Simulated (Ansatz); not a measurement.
# ZrB2

```
Zr B
1.0
     3.16500    0.00000    0.00000
    -1.58250    2.74097    0.00000
     0.00000    0.00000    3.52000
Zr B
1 2
Direct
  0.00000 0.00000 0.00000
  0.33333 0.66667 0.50000
  0.66667 0.33333 0.50000
```

Atom numbers follow the list: Zr1, B2, B3.

The conventional cell has a = 3.165 Å, b = 3.165 Å, c = 3.520 Å, α = 90.00°, β = 90.00°, γ = 120.00°. Zr (atom 1) has 12 B at 2.54 Å as nearest neighbours. Around B (atom 2) lie 3 B at 1.83 Å.

The cell is COD entry 1510856, as deposited and not checked against the literature; nothing was relaxed.

Methods: DFT, PBE, all-electron LAPW, scalar-relativistic (Ansatz 0.2.0); DFT, PBE, PAW with Ansatz's default frozen-core files, scalar-relativistic (Ansatz 0.2.0).

For LAPW: a Γ-centred 13×13×10 k mesh, Fermi–Dirac smearing of 0.03 eV, basis error target 1 meV/atom, no spin polarisation. PAW takes a cutoff of 420 eV at this cell. The Ansatz runs share mesh, smearing and spin set-up. Values come from LAPW unless marked.

```yaml
Stress_xx_yy_zz_compression_positive: 1.95, 1.95, 3.46 GPa
Pressure_at_this_cell: 2.45 GPa
Bader_charges_from_the_PAW_run: Zr1 +1.56, B2 -0.78 e
Volume_per_atom: 10.18 Å³
```

Question: Density of states at the Fermi level (0.2 eV bin): what does the calculation give?

Answer: 0.21 states/eV per cell.

Question: Band gap: what does the calculation give?

Answer: none: bands cross the Fermi level, a metal.

Question: Give the computed value. Löwdin charges (with 0.03 e of the cell spilling out of the atomic basis, so their sizes and signs hang on that basis).

Answer: Zr1 0.74, B2 -0.36 e.
